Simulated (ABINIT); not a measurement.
# CoSi2 (Fm-3m) in ABINIT: convergence with pawecutdg

Aim: find how far pawecutdg must go before the results for CoSi2 settle, at PBEsol. This setting moves, with any that are tied to it; all else stays.

Program: ABINIT 10.8.3 (patched build). These are calculated values, not measurements. Logs are shortened: lines on timing, memory, paths and dates and some standing lists are left out, and cuts for length are marked. The log counts tension as positive stress, the text compression.

## (1) The structure

It takes space group Fm-3m (No. 225, cubic). Conventional cell: a = 5.356 Å, b = 5.356 Å, c = 5.356 Å, α = 90.00°, β = 90.00°, γ = 90.00°. Around Co (site symmetry m-3m) lie 8 Si at 2.32 Å. Si (site symmetry -43m) is surrounded by 4 Co at 2.32 Å.

## (2) With pawecutdg 26 Ha

run.abi

```
# Pseudopotentials
pp_dirpath "./"
pseudos "Co.GGA_PBE-JTH.xml, Si.GGA_PBE-JTH.xml"

# Structure
acell 3.78726392 3.78726392 3.78726392 Angstrom
rprim
     0.0000000000     0.7071067812     0.7071067812
     0.7071067812     0.0000000000     0.7071067812
     0.7071067812     0.7071067812     0.0000000000
ntypat 2
znucl 27 14
natom 3
typat 1 2 2
xred
     0.0000000000     0.0000000000     0.0000000000
     0.7500000000     0.7500000000     0.7500000000
     0.2500000000     0.2500000000     0.2500000000

# Plane-wave basis
ecut 26.0
pawecutdg 26.0
pawxcdev 0

# k points
kptopt 1
ngkpt 6 6 6
nshiftk 1
shiftk 0.0 0.0 0.0

# Exchange and correlation
ixc -116133

# Bands and occupations
nband 17
occopt 4
tsmear 0.05 eV

# Spin
nsppol 2
spinat
     0.0000000000     0.0000000000     2.0000000000
     0.0000000000     0.0000000000     0.0000000000
     0.0000000000     0.0000000000     0.0000000000

# SCF cycle
nstep 100
tolvrs 1.0e-9

# Output
iomode 3
prtwf 0
prtden 0
prteig 0
prtebands 0
```

Potentials or basis: JTH PAW PBE v2.0.

Run with:

```console
> abinit run.abi > log 2>&1
```

run.abo:

```text
.Version 10.8.3 of ABINIT
 Symmetries : space group Fm -3 m (#225); Bravais cF (face-center cubic)
================================================================================
 Values of the parameters that define the memory need of the present run
     intxc =       0    ionmov =       0      iscf =      17    lmnmax =      18
     lnmax =       6     mgfft =      36  mpssoang =       3    mqgrid =    3001
     natom =       3  nloc_mem =       2    nspden =       2   nspinor =       1
    nsppol =       2      nsym =      48    n1xccc =       1    ntypat =       2
    occopt =       4   xclevel =       2
       mpw =        1652          nfft =       46656          nkpt =          16
 PAW method is used; the additional fine FFT grid is defined by:
   mgfftf=        36    nfftf =     46656
================================================================================
================================================================================

--------------------------------------------------------------------------------
------------- Echo of variables that govern the present computation ------------
--------------------------------------------------------------------------------
 -outvars: echo values of preprocessed input variables --------
            acell      7.1568915753E+00  7.1568915753E+00  7.1568915753E+00 Bohr
              amu      5.89332000E+01  2.80855000E+01
             ecut      2.60000000E+01 Hartree
              ixc     -116133
         kptrlatt        6    0    0      0    6    0      0    0    6
          kptrlen      4.29413495E+01
            natom           3
            nband          17
            ngfft          36      36      36
          ngfftdg          36      36      36
             nkpt          16
           nspden           2
           nsppol           2
            nstep         100
             nsym          48
           ntypat           2
           occopt           4
        pawecutdg      2.60000000E+01 Hartree
         pawxcdev           0
           prtden           0
        prtebands           0
           prteig           0
            prtwf           0
            rprim      0.0000000000E+00  7.0710678120E-01  7.0710678120E-01
                       7.0710678120E-01  0.0000000000E+00  7.0710678120E-01
                       7.0710678120E-01  7.0710678120E-01  0.0000000000E+00
          spgroup         225
           spinat      0.0000000000E+00  0.0000000000E+00  2.0000000000E+00
                       0.0000000000E+00  0.0000000000E+00  0.0000000000E+00
                       0.0000000000E+00  0.0000000000E+00  0.0000000000E+00
           tolvrs      1.00000000E-09
           tsmear      1.83746611E-03 Hartree
            typat      1  2  2
           useylm           1
           xangst      0.0000000000E+00  0.0000000000E+00  0.0000000000E+00
                       4.0170000000E+00  4.0170000000E+00  4.0170000000E+00
                       1.3390000000E+00  1.3390000000E+00  1.3390000000E+00
            xcart      0.0000000000E+00  0.0000000000E+00  0.0000000000E+00
                       7.5910298478E+00  7.5910298478E+00  7.5910298478E+00
[... 182 lines left out ...]
 frms,max,avg= 5.0381722E-30 7.1250515E-30   0.000E+00  0.000E+00  0.000E+00 e/A
 length scales=  7.156891575332  7.156891575332  7.156891575332 bohr
              =  3.787263920000  3.787263920000  3.787263920000 angstroms
 Fermi (or HOMO) energy (hartree) =   0.39312   Average Vxc (hartree)=  -0.43185
 Magnetization (Bohr magneton)=  7.34095225E-05
 Total spin up =  1.25000367E+01   Total spin down =  1.24999633E+01
 Eigenvalues (hartree) for nkpt=  16  k points, SPIN UP:
 kpt#   1, nband= 17, wtk=  0.00463, kpt=  0.0000  0.0000  0.0000 (reduced coord)
  -3.08390   -1.74089   -1.74089   -1.74089   -0.09576    0.23714    0.23714    0.23714
   0.31781    0.31781    0.41514    0.51361    0.51361    0.51361    0.51471    0.51471
   0.51471
      occupation numbers for kpt#   1
   1.00000    1.00000    1.00000    1.00000    1.00000    1.00000    1.00000    1.00000
   1.00000    1.00000    0.00000    0.00000    0.00000    0.00000    0.00000    0.00000
   0.00000
 prteigrs : prtvol=0 or 1, do not print more k-points.

 Eigenvalues (hartree) for nkpt=  16  k points, SPIN DOWN:
 kpt#   1, nband= 17, wtk=  0.00463, kpt=  0.0000  0.0000  0.0000 (reduced coord)
  -3.08390   -1.74089   -1.74089   -1.74089   -0.09575    0.23714    0.23714    0.23714
   0.31781    0.31781    0.41514    0.51362    0.51362    0.51362    0.51471    0.51471
   0.51471
      occupation numbers for kpt#   1
   1.00000    1.00000    1.00000    1.00000    1.00000    1.00000    1.00000    1.00000
   1.00000    1.00000    0.00000    0.00000    0.00000    0.00000    0.00000    0.00000
   0.00000
 prteigrs : prtvol=0 or 1, do not print more k-points.

--- !EnergyTerms
iteration_state     : {dtset: 1, }
comment             : Components of total free energy in Hartree
kinetic             :  1.52314352549718E+01
hartree             :  5.58759203364413E+01
xc                  : -8.05380521756237E+00
Ewald energy        : -8.52028049812036E+01
psp_core            :  2.37111894562413E+00
local_psp           : -1.63617017594050E+02
PAW spherical_terms :  2.90531255180331E+01
internal            : -1.54342027737746E+02
'-kT*entropy'       : -7.14602727825276E-05
total_energy        : -1.54342099198019E+02
total_energy_eV     : -4.19986247529281E+03
...

--- !EnergyTermsDC
iteration_state     : {dtset: 1, }
comment             : '"Double-counting" decomposition of free energy'
band_energy         : -1.25404689335199E+01
Ewald energy        : -8.52028049812036E+01
psp_core            :  2.37111894562413E+00
xc_dc               : -5.61579251261939E+01
PAW spherical_terms : -2.81195374652744E+00
internal            : -1.54342033841821E+02
'-kT*entropy'       : -7.14602727825276E-05
total_energy_dc     : -1.54342105302094E+02
total_energy_dc_eV  : -4.19986264139314E+03
...

--- !EnergyTermsWithPAWCore
iteration_state     : {dtset: 1, }
comment             : 'Components of total free energy, including PAW core contributions'
Total energy        : -1.97131324981955E+03
Total energy DC     : -1.97131325592362E+03
Total energy (eV)   : -5.36421662526597E+04
Total energy DC (eV): -5.36421664187600E+04
...

 Cartesian components of stress tensor (hartree/bohr^3)
  sigma(1 1)=  1.46064186E-04  sigma(3 2)=  0.00000000E+00
  sigma(2 2)=  1.46064186E-04  sigma(3 1)=  0.00000000E+00
  sigma(3 3)=  1.46064186E-04  sigma(2 1)=  0.00000000E+00

-Cartesian components of stress tensor (GPa)         [Pressure= -4.2974E+00 GPa]
- sigma(1 1)=  4.29735673E+00  sigma(3 2)=  0.00000000E+00
- sigma(2 2)=  4.29735673E+00  sigma(3 1)=  0.00000000E+00
- sigma(3 3)=  4.29735673E+00  sigma(2 1)=  0.00000000E+00

== END DATASET(S) ==============================================================
================================================================================

 -outvars: echo values of variables after computation  --------
            acell      7.1568915753E+00  7.1568915753E+00  7.1568915753E+00 Bohr
           etotal     -1.5434210530E+02
            fcart      6.9280095150E-32  6.9280095150E-32 -6.9280095150E-32
                      -1.3856019030E-31 -1.3856019030E-31  1.3856019030E-31
                       6.9280095150E-32  6.9280095150E-32 -6.9280095150E-32
            rprim      0.0000000000E+00  7.0710678120E-01  7.0710678120E-01
                       7.0710678120E-01  0.0000000000E+00  7.0710678120E-01
                       7.0710678120E-01  7.0710678120E-01  0.0000000000E+00
           strten      1.4606418649E-04  1.4606418649E-04  1.4606418649E-04
                       0.0000000000E+00  0.0000000000E+00  0.0000000000E+00
           xangst      0.0000000000E+00  0.0000000000E+00  0.0000000000E+00
                       4.0170000000E+00  4.0170000000E+00  4.0170000000E+00
                       1.3390000000E+00  1.3390000000E+00  1.3390000000E+00
             xred      0.0000000000E+00  0.0000000000E+00  0.0000000000E+00
                       7.5000000000E-01  7.5000000000E-01  7.5000000000E-01
                       2.5000000000E-01  2.5000000000E-01  2.5000000000E-01
 Calculation completed.
```

It took 2.2 min on 1 thread of Arm Neoverse V2, shared host; peak memory 0.15 GiB.

What came out:

```yaml
Free_energy: -4199.8626 eV
Pressure: -4.3 GPa
Band_gap_on_the_k_mesh: none (metal or under the smearing width)
Net_moment: 0.00 μB per cell
Valence_electrons_inside_the_program's_atomic_spheres: Co 15.88; Si 1.53
```

## (3) With pawecutdg 31.2

run.abi: that of step 2 with these lines changed.

```diff
@@ -21,3 +21,3 @@
 ecut 26.0
-pawecutdg 26.0
+pawecutdg 31.2
 pawxcdev 0
```

Potentials or basis: JTH PAW PBE v2.0.

Run with:

```console
> abinit run.abi > log 2>&1
```

It took 2.2 min on 1 thread of Arm Neoverse V2, shared host; peak memory 0.15 GiB.

Results (log left out):

| Item | Value |
| --- | --- |
| Free energy | -4199.8619 eV |
| Pressure | -4.2 GPa |
| Band gap on the k mesh | none (metal or under the smearing width) |
| Net moment | 0.00 μB per cell |
| Valence electrons inside the program's atomic spheres | Co 15.88; Si 1.53 |

## (4) With pawecutdg 39

run.abi: that of step 3 with these lines changed.

```diff
@@ -21,3 +21,3 @@
 ecut 26.0
-pawecutdg 31.2
+pawecutdg 39.0
 pawxcdev 0
```

Run with:

```console
> abinit run.abi > log 2>&1
```

Run time: 2.8 min. Hardware: 1 thread of Arm Neoverse V2, shared host; peak memory 0.16 GiB.

Results (log left out):

```yaml
Free_energy: -4199.8625 eV
Pressure: -4.2 GPa
Band_gap_on_the_k_mesh: none (metal or under the smearing width)
Net_moment: 0.00 μB per cell
Valence_electrons_inside_the_program's_atomic_spheres: Co 15.91; Si 1.52
```

## (5) With pawecutdg 46.8

run.abi: that of step 4 with these lines changed.

```diff
@@ -21,3 +21,3 @@
 ecut 26.0
-pawecutdg 39.0
+pawecutdg 46.8
 pawxcdev 0
```

Run with:

```console
> abinit run.abi > log 2>&1
```

Run time: 2.5 min. Hardware: 1 thread of Arm Neoverse V2, shared host; peak memory 0.16 GiB.

The run converged. Its results:

- Free energy: -4199.8620 eV
- Pressure: -4.2 GPa
- Band gap on the k mesh: none (metal or under the smearing width)
- Net moment: 0.00 μB per cell
- Valence electrons inside the program's atomic spheres: Co 15.91; Si 1.53

## (6) With pawecutdg 57.2

run.abi: that of step 5 with these lines changed.

```diff
@@ -21,3 +21,3 @@
 ecut 26.0
-pawecutdg 46.8
+pawecutdg 57.2
 pawxcdev 0
```

Potentials or basis: JTH PAW PBE v2.0.

Run with:

```console
> abinit run.abi > log 2>&1
```

Run time: 2.3 min. Hardware: 1 thread of Arm Neoverse V2, shared host; peak memory 0.17 GiB.

The run converged. Its results:

```
Free energy                                           : -4199.8616 eV
Pressure                                              : -4.3 GPa
Band gap on the k mesh                                : none (metal or under the smearing width)
Net moment                                            : 0.00 μB per cell
Valence electrons inside the program's atomic spheres : Co 15.92; Si 1.52
```

## (7) With pawecutdg 70.2

run.abi: that of step 6 with these lines changed.

```diff
@@ -21,3 +21,3 @@
 ecut 26.0
-pawecutdg 57.2
+pawecutdg 70.2
 pawxcdev 0
```

Run with:

```console
> abinit run.abi > log 2>&1
```

Run time: 2.4 min. Hardware: 1 thread of Arm Neoverse V2, shared host; peak memory 0.18 GiB.

Results (log left out):

| Property | Result |
| --- | --- |
| Free energy | -4199.8621 eV |
| Pressure | -4.3 GPa |
| Band gap on the k mesh | none (metal or under the smearing width) |
| Net moment | 0.00 μB per cell |
| Valence electrons inside the program's atomic spheres | Co 15.93; Si 1.52 |

## (8) With pawecutdg 85.8

run.abi: that of step 7 with these lines changed.

```diff
@@ -21,3 +21,3 @@
 ecut 26.0
-pawecutdg 70.2
+pawecutdg 85.8
 pawxcdev 0
```

Run with:

```console
> abinit run.abi > log 2>&1
```

Wall time 3.2 min (1 thread of Arm Neoverse V2, shared host); peak memory 0.21 GiB.

The run converged. Its results:

```
Free energy                                           : -4199.8621 eV
Pressure                                              : -4.2 GPa
Band gap on the k mesh                                : none (metal or under the smearing width)
Net moment                                            : 0.00 μB per cell
Valence electrons inside the program's atomic spheres : Co 15.89; Si 1.52
```

## (9) Summary

```
pawecutdg  energy less the tightest run (meV/atom)  pressure (GPa)  SCF cycles  CPU time (s)  peak memory (GiB)
    26 Ha                                    -0.17           -4.30          36           130               0.15
     31.2                                     0.08           -4.25          36           130               0.15
       39                                    -0.13           -4.20          43           170               0.16
     46.8                                     0.06           -4.25          37           150               0.16
     57.2                                     0.17           -4.26          35           140               0.17
     70.2                                     0.02           -4.26          36           140               0.18
     85.8                                     0.00           -4.24          47           190               0.21
```

Against the tightest run, the energy stays within 1 meV/atom from 26 Ha on; the pressure stays within 0.1 GPa from 26 Ha on. The tightest run that finished is the yardstick and may itself not be fully converged.

Caveats: the starting moments collapsed, and a magnetic state may lie lower; the PAW data sets were made with another functional, which shifts forces and pressure a little.
